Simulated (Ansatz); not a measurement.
All numbers below come from DFT PBE, scalar-relativistic, plane waves, PAW (Ansatz). The final run on the 12-atom cell used 420 eV, a Γ-centred 4×4×4 mesh, 0.02 eV smearing and no spin polarisation.

Formation energies are uncorrected and refer to the elements' standard structures at the same level (O₂ as a molecule).

Question: Propose a candidate for a monoclinic wide-gap insulator with formula ZrSi3O8, with a gap near 5.2 eV, a formation energy near −2.87 eV/atom and a density near 2.30 g/cm³, in a cell of 12 atoms.

Answer: ZrSi3O8, space group C2 (No. 5). Zr has 4 O at 1.95–1.96 Å; Si on a site of symmetry 2 is surrounded by 4 O at 1.63 Å; Si on a site of symmetry 1 has 4 O at 1.63–1.64 Å; O on its first site is surrounded by 1 Si at 1.63 Å and 1 Zr at 1.96 Å; 3 more sites not described.

```
CELL_PARAMETERS angstrom
3.76233 -3.83070 0.00000
3.76233 3.83070 0.00000
-0.00505 0.00000 7.60723
ATOMIC_POSITIONS crystal
Zr 0.22973 0.77027 0.00000
Si 0.77322 0.22678 0.50000
Si 0.72508 0.72594 0.73042
Si 0.27406 0.27492 0.26958
O 0.28820 0.56513 0.20889
O 0.01054 0.21187 0.36798
O 0.79234 0.48998 0.60557
O 0.89181 0.71801 0.91022
O 0.78813 0.98946 0.63202
O 0.51002 0.20766 0.39443
O 0.28199 0.10819 0.08978
O 0.43487 0.71180 0.79111
```

* Volume per atom: 18.27 Å³
* Density: 2.30 g/cm³
* Formation energy: −2.870 eV/atom
* Gap on the 4×4×4 mesh of the 12-atom cell: 5.19 eV

The structure comes from a generated guess, relaxed at this level; another structure or a mixture of phases may lie lower. Other answers may fit too; this one was computed.

Kohn–Sham gaps at this level usually fall short of measured ones. Symmetry constrained the relaxation, so the result can be a saddle point.
